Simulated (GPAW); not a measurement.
The system is Li2Se.

```xyz
3
Lattice="0.0000 3.0025 3.0025 3.0025 0.0000 3.0025 3.0025 3.0025 0.0000" Properties=species:S:1:pos:R:3 pbc="T T T"
Se    0.0000    0.0000    0.0000
Li    4.5038    4.5038    4.5038
Li    1.5012    1.5012    1.5012
```

Base run:

```yaml
Program: GPAW 26.7.0
Functional: PBE
Potentials_or_basis: GPAW PAW data sets (gpaw-data 1.2.1)
Cutoff: 800 eV
Basis: pw
k_mesh: 8 × 8 × 8
Occupations: fermi-dirac, width 0.05 eV
Spin: no spin polarisation
```

Its results: band gap on the k mesh 2.97 eV, indirect (least direct gap 3.38 eV).

**Question.** After a change of settings the same cell gave: band gap on the k mesh 4.09 eV, indirect (least direct gap 4.54 eV). Which change was it?
A. functional from PBE to r2SCAN
B. functional from PBE to LDA; potentials or basis from GPAW PAW data sets (gpaw-data 1.2.1) to the program's PAW data sets (release 1.2.1) made for this functional
C. functional from PBE to TB-mBJ; potentials or basis from GPAW PAW data sets (gpaw-data 1.2.1) to GPAW PAW data sets for LDA (gpaw-data 1.2.1)

**Answer.** C.

Caveats: a model potential gives levels but no total energy (some runs).

Not every run made on this cell is shown here.
